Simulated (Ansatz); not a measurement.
Crystal: TaN.

```xyz
4
Lattice="3.0500 0.0000 0.0000 -1.5250 2.6414 0.0000 0.0000 0.0000 4.9400" Properties=species:S:1:pos:R:3 pbc="T T T"
Ta    0.0000    1.7609    0.0000
Ta    1.5250    0.8805    2.4700
N     0.0000    1.7609    1.9019
N     1.5250    0.8805    4.3719
```

- Program: Ansatz 0.2.0
- Task: relaxation of cell and atoms
- Functional: r2SCAN
- Potentials or basis: Ansatz PAW
- Cutoff: 500 eV (not typed: the program's choice for these potentials)
- k mesh: 10 × 10 × 6
- Occupations: fermi-dirac, width 0.05 eV
- Spin: no spin polarisation
- Hubbard terms: Ta d U = 4 eV

At the start: volume 9.95 Å³/atom.

Q: Where does the relaxation end?

A: It ends after 14 steps and the volume is 13.14 Å³/atom (+32.1 %); space group P6_3mc (No. 186, to 0.05 Å).

Step by step:
```csv
step,energy change (eV),largest force (eV/Å),volume (Å³)
1,0.0000,2.4242,39.80
2,-3.5706,1.8090,45.63
3,-4.8198,1.5737,49.33
4,-5.4620,0.8301,51.85
5,-5.7629,0.1341,53.07
6,-5.8606,0.3225,52.96
7,-5.8687,0.0579,52.61
8,-5.8693,0.0346,52.51
9,-5.8694,0.0263,52.39
10,-5.8695,0.0003,52.44
11,-5.9119,0.0026,52.44
12,-5.9131,0.0009,52.55
13,-5.9131,0.0001,52.56
14,-5.9132,0.0001,52.56
```

Final structure:
```yaml
crystal:
  lattice:
    - [3.14066, 0.00000, 0.00000]
    - [-1.57033, 2.71989, 0.00000]
    - [0.00000, 0.00000, 6.15248]
  atoms:
    - { symbol: Ta, position: [0.33333, 0.66667, 0.03223] }
    - { symbol: Ta, position: [0.66667, 0.33333, 0.53223] }
    - { symbol: N, position: [0.33333, 0.66667, 0.35277] }
    - { symbol: N, position: [0.66667, 0.33333, 0.85277] }
```

Caveat: the electronic state changed during the relaxation; the volume moved by over 15 % at a fixed basis, so the end points are rough; the plane-wave basis is chosen anew once the cell has moved, so the energies of steps on either side of that aren't comparable; the PAW data sets come from PBE, with cores solved anew for the run's functional, which leaves a small shift of forces and pressure.
